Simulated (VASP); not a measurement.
# InAs (F-43m) in VASP: further runs, part 2 of 2

VASP 6.6.1.

### 3 Single point, LDA

Input file INCAR:

```
SYSTEM = InAs
PREC     = Accurate       ! precision mode
ENCUT    = 520            ! plane-wave cutoff, eV
EDIFF    = 1E-7           ! SCF threshold, eV
ISMEAR   = -1             ! smearing method
SIGMA    = 0.05           ! smearing width, eV
LREAL    = .False.        ! projectors in reciprocal space
LASPH    = .True.         ! aspherical terms in the spheres
NELM     = 60             ! most SCF steps
ALGO     = Normal         ! electronic algorithm
ISIF     = 2              ! what is computed and relaxed
LWAVE    = .False.        ! write WAVECAR
LCHARG   = .True.         ! write CHGCAR
LELF     = .True.         ! ELF
LVHAR    = .True.       
NBANDS   = 16             ! bands
```

Input file KPOINTS:

```
regular mesh
0
Gamma
  8 8 8
  0 0 0
```

Input file POSCAR:

```
InAs
1.0
    0.0000000000      3.0180000000      3.0180000000
    3.0180000000      0.0000000000      3.0180000000
    3.0180000000      3.0180000000      0.0000000000
In As
1 1
Direct
    0.0000000000      0.0000000000      0.0000000000
    0.7500000000      0.7500000000      0.7500000000
```

Potentials or basis: VASP PAW LDA potentials, release 64 (In_d, As).

Run with:

```bash
$ cat potpaw_LDA.64/In_d/POTCAR potpaw_LDA.64/As/POTCAR > POTCAR
$ mpirun -np 1 vasp_std > vasp.out
```

OUTCAR:

```text
SYSTEM = InAs
   PREC = Accurate
   ENCUT = 520
   EDIFF = 1E-7
   ISMEAR = -1
   LREAL = .False.
   LASPH = .True.
   NELM = 60
   ISIF = 2

 ion  position               nearest neighbor table
   1  0.000  0.000  0.000-   2 2.61   2 2.61   2 2.61   2 2.61
   2  0.750  0.750  0.750-   1 2.61   1 2.61   1 2.61   1 2.61

  LATTYP: Found a face centered cubic cell.
 ALAT       =     6.0360000000

  Lattice vectors:

 A1 = (   0.0000000000,   3.0180000000,   3.0180000000)
 A2 = (   3.0180000000,   0.0000000000,   3.0180000000)
 A3 = (   3.0180000000,   3.0180000000,   0.0000000000)

Analysis of symmetry for initial positions (statically):
=====================================================================
 Subroutine PRICEL returns:
 Original cell was already a primitive cell.

 Routine SETGRP: Setting up the symmetry group for a
 face centered cubic supercell.

 Subroutine GETGRP returns: Found 24 space group operations
 (whereof 24 operations were pure point group operations)
 out of a pool of 48 trial point group operations.

The static configuration has the point symmetry T_d .

Analysis of symmetry for dynamics (positions and initial velocities):
=====================================================================
 Subroutine PRICEL returns:
 Original cell was already a primitive cell.

 Routine SETGRP: Setting up the symmetry group for a
 face centered cubic supercell.

 Subroutine GETGRP returns: Found 24 space group operations
 (whereof 24 operations were pure point group operations)
 out of a pool of 48 trial point group operations.

The dynamic configuration has the point symmetry T_d .

 Subroutine INISYM returns: Found 24 space group operations
 (whereof 24 operations are pure point group operations),
 and found     1 'primitive' translations

----------------------------------------------------------------------------------------

[... 108 lines left out ...]
   EFERMI_NEDOS =   21; number of points for ismear=-14 and -15
   IALGO  =     38    algorithm
   IMIX   =      4    mixing-type and parameters
     AMIX     =   0.40;   BMIX     =  1.00
     AMIX_MAG =   1.60;   BMIX_MAG =  1.00
  volume/ion in A,a.u.               =      27.49       185.50
  Fermi-wavevector in a.u.,A,eV,Ry     =   1.128331  2.132236 17.321990  1.273130
  Thomas-Fermi vector in A             =   2.265020
   LORBIT       =      0    0 simple, 1 ext, 2 COOP (PROOUT), +10 PAW based schemes
   GGA     = CA    functional components
   LHFCALC =     F    Hartree Fock is set to
   AEXX    =    0.0000 exact exchange contribution
   IVDW    =     0    specifies the selected vdW correction
   LEPSILON=     F    determine dielectric tensor
   LRPA    =     F    only Hartree local field effects (RPA)
 non-spin polarized calculation
  energy-cutoff  :      520.00
  volume of cell :       54.98
 maximum number of plane-waves:      1494
   NGX = 15   NGY = 15   NGZ = 15

 number of electron      17.9999991 magnetization

 Free energy of the ion-electron system (eV)
  ---------------------------------------------------
  ext. energy  EPLUGINS =         0.00000000
  ---------------------------------------------------
  free energy    TOTEN  =        -9.02608904 eV

  energy without entropy =       -9.02555746  energy(sigma->0) =       -9.02582325

 E-fermi :   4.4417     XC(G=0):  -9.4354

 val. band max:        4.3950924795   @ k =   0.0000   0.0000   0.0000
 cond. band min:       5.2132610035   @ k =   0.5000   0.0000   0.0000
 fundamental gap:      0.8181685241
 Fermi energy:         4.4417384706

 k-point     1 :       0.0000    0.0000    0.0000
  band No.  band energies     occupation
      1      -9.9746      2.00000
      2      -9.9746      2.00000
      3      -9.9746      2.00000
      4      -9.8438      2.00000
      5      -9.8438      2.00000
      6      -7.5548      2.00000
[... 433 lines left out ...]
      3      -9.9191      2.00000
      4      -9.8495      2.00000
      5      -9.8363      2.00000
      6      -5.7856      2.00000
[... 8 lines left out ...]
     15      14.7115      0.00000
     16      15.4353      0.00000

 [... further k-points ...]

------------------------ aborting loop because EDIFF is reached ----------------------------------------

  FORCE on cell =-STRESS in cart. coord.  units (eV):
  Direction    XX          YY          ZZ          XY          YZ          ZX
  --------------------------------------------------------------------------------------
  -------------------------------------------------------------------------------------
  Total       -0.0479514     -0.0479514     -0.0479514      0.0000000      0.0000000      0.0000000
  in kB       -1.3974106     -1.3974106     -1.3974106      0.0000000      0.0000000      0.0000000
  external PRESSURE =      -1.3974106 kB  Pullay stress =       0.0000000 kB

 VOLUME and BASIS-vectors are now :
 -----------------------------------------------------------------------------
  energy-cutoff  :      520.00
  volume of cell :       54.98
      direct lattice vectors                 reciprocal lattice vectors
     0.000000000  3.018000000  3.018000000    -0.165672631  0.165672631  0.165672631
     3.018000000  0.000000000  3.018000000     0.165672631 -0.165672631  0.165672631
     3.018000000  3.018000000  0.000000000     0.165672631  0.165672631 -0.165672631

 POSITION                                       TOTAL-FORCE (eV/Angst)
 -----------------------------------------------------------------------------------
      0.00000      0.00000      0.00000        -0.000000     -0.000000     -0.000000
      4.52700      4.52700      4.52700         0.000000      0.000000      0.000000
 -----------------------------------------------------------------------------------
    total drift:                                0.000000      0.000000      0.000000

  FREE ENERGIE OF THE ION-ELECTRON SYSTEM (eV)
  ---------------------------------------------------
  free  energy   TOTEN  =        -9.0260890416 eV

  energy  without entropy=       -9.0255574642  energy(sigma->0) =       -9.02582325
```

stdout:

```text
POSCAR found type information on POSCAR InAs
 POSCAR found :  2 types and       2 ions
 scaLAPACK will be used
 LDA part: xc-table for (Slater(with rela. corr.)+CA(PZ))
 , standard interpolation
 POSCAR, INCAR and KPOINTS ok, starting setup
 FFT: planning ... GRIDC
 FFT: planning ... GRID_SOFT
 FFT: planning ... GRID
 WAVECAR not read
 entering main loop
```

Wall time 32 s (1 thread of Intel Xeon 8259CL, shared host); peak memory 0.16 GiB.

What came out:

```
Free energy            : -9.0261 eV
Pressure               : -0.1 GPa
Band gap on the k mesh : zero (filled and empty bands touch)
```

Levels at points of the mesh, in eV from the Fermi level:
```csv
k point,band 5,band 6,band 7,band 8,band 9,band 10,band 11,band 12,band 13,band 14
"(0.00, 0.00, 0.00)",-14.29,-12.00,-0.41,-0.05,-0.05,-0.05,3.78,3.78,3.78,7.25
"(0.50, 0.00, 0.00)",-14.28,-10.50,-5.91,-1.06,-1.06,0.77,4.56,4.56,6.64,8.83
"(0.50, 0.50, 0.00)",-14.26,-9.95,-5.99,-2.41,-2.41,1.36,1.91,8.99,9.12,9.12
```

Caveat: semilocal functionals underestimate gaps, so a narrow gap can read as zero; spin-orbit coupling is left out, which moves the levels of the heavy elements.

### 4 Comparison with measurements

Step 3. Against the measured gap of InAs, 0.418 eV (direct; 4.2 K; a printed reference work, data compilation), the calculated 0.00 eV is off by -0.42 eV. Spin-orbit coupling on As, In is left out. The value is that of LDA on a finite k mesh, which can miss the band edges, without temperature or zero-point motion. Semilocal functionals fall short of measured gaps as a rule.
